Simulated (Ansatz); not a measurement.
# CdTe: the cost of one run

Program: Ansatz 0.2.0. Level of theory: DFT PBE, scalar-relativistic. These are calculated values, not measurements.

### Step 1. The structure to begin with

It takes space group Cmcm (No. 63, orthorhombic). Conventional cell: a = 6.131 Å, b = 6.189 Å, c = 6.091 Å, α = 90.00°, β = 90.00°, γ = 90.00°. Cd (site symmetry m2m) has 6 Te at 3.03 to 3.16 Å as nearest neighbours. Around Te (site symmetry m2m) lie 6 Cd at 3.03 to 3.16 Å.

Structure file:

```
CELL_PARAMETERS angstrom
3.06529 -3.09461 0.00000
3.06529 3.09461 0.00000
0.00000 0.00000 6.09065
ATOMIC_POSITIONS crystal
Cd 0.27703 0.72297 0.75000
Cd 0.72297 0.27703 0.25000
Te 0.76614 0.23386 0.75000
Te 0.23386 0.76614 0.25000
```

Atoms are numbered in the order of the input: Cd1, Cd2, Te3, Te4.

### Step 2. The deformed structure

Space group Cmcm before, Cmcm after.

### Step 3. All-electron LAPW

The input, input.yaml:

```yaml
crystal:
  lattice:
    - [3.065291, -3.094609, 0.0]
    - [3.065291, 3.094609, 0.0]
    - [0.0, 0.0, 5.90793244]
  atoms:
    - { symbol: Cd, position: [0.27703, 0.72297, 0.75] }
    - { symbol: Cd, position: [0.72297, 0.27703, 0.25] }
    - { symbol: Te, position: [0.766137, 0.233863, 0.75] }
    - { symbol: Te, position: [0.233863, 0.766137, 0.25] }
kpoints:
  mp_grid: { grid: [9, 9, 6] }
  band_path:
    path:
      - [0.0, 0.0, 0.0]
      - [-0.5, 0.5, 0.0]
      - [-0.4952854913, 0.5047145087, 0.0]
      - [0.4952854913, 0.4952854913, 0.0]
      - [0.0, 0.0, 0.0]
      - [0.0, 0.0, 0.5]
      - [0.4952854913, 0.4952854913, 0.5]
      - [-0.4952854913, 0.5047145087, 0.5]
      - [-0.5, 0.5, 0.5]
    npoints: 5
scf:
  occupations: { method: fermi_dirac, width: 0.05 }
hamiltonian:
  xc: pbe
  pseudopotentials: { kind: all_electron, lapw: { basis_error: 0.001 } }
output:
  forces: true
  stress: true
  eigenvalues: true
```

Run with:

```sh
$ ansatz run input.yaml --threads 1 --pin off --max-ram 4096MiB --backend cpu --events-out ev --progress --plain --runs-dir out
```

What time and memory should one allow on 1 thread of Arm Neoverse V2, shared host?

About 98 s, with a peak of 0.93 GiB.
